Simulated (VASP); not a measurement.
Set up this calculation in VASP 6.6.1, as the native input.

```yaml
Task: single point
Functional: PBE
Dispersion: D3(BJ)
Potentials_or_basis: VASP PAW PBE potentials, release 64 (Se, Pt)
Cutoff: 520 eV
k_mesh: 9 × 9 × 1
Occupations: gaussian, width 0.02 eV
Spin: no spin polarisation
Dipole_correction: yes
Further_INCAR_settings: ALGO = Normal; EDIFF = 1e-06; NBANDS = 18
```

The structure of PtSe2 (Sudovikovite) lies in POSCAR:

```
PtSe2
1.0
    3.7069018370      0.0000000000      0.0000000000
   -1.8534509185      3.2102711602      0.0000000000
    0.0000000000      0.0000000000     31.1215005259
Se Pt
2 1
Direct
    0.6666666667      0.3333333333      0.4574342091
    0.3333333333      0.6666666667      0.5425657909
    0.0000000000      0.0000000000      0.5000000000
```

These files were run (other wordings do the same):

INCAR

```
PREC = Accurate ; ENCUT = 520
EDIFF = 1E-6 ; ISMEAR = 0
SIGMA = 0.02 ; LREAL = False
LASPH = True ; NELM = 80
ALGO = Normal ; ISIF = 2
LWAVE = False ; LCHARG = False
LDIPOL = True ; IDIPOL = 3
DIPOL = 0.5 0.5 0.500 ; GGA = PE
IVDW = 12 ; NBANDS = 18
```

KPOINTS

```
regular mesh
0
Gamma
  9 9 1
```

Potentials or basis: VASP PAW PBE potentials, release 64 (Se, Pt).

The run is started by

```sh
$ cat potpaw_PBE.64/Se/POTCAR potpaw_PBE.64/Pt/POTCAR > POTCAR
$ mpirun -np 1 vasp_std > vasp.out
```

Results of the run:

- Band gap on the k mesh: 1.35 eV, indirect (least direct gap 1.58 eV)
- Dispersion energy per atom: -0.299 eV

Caveat: spin-orbit coupling is left out, which moves the levels of the heavy elements.

Wall time 2.3 min on 1 thread of Intel(R) Xeon(R) Platinum 8488C (Sapphire Rapids), on a shared host, peak memory 0.49 GiB.
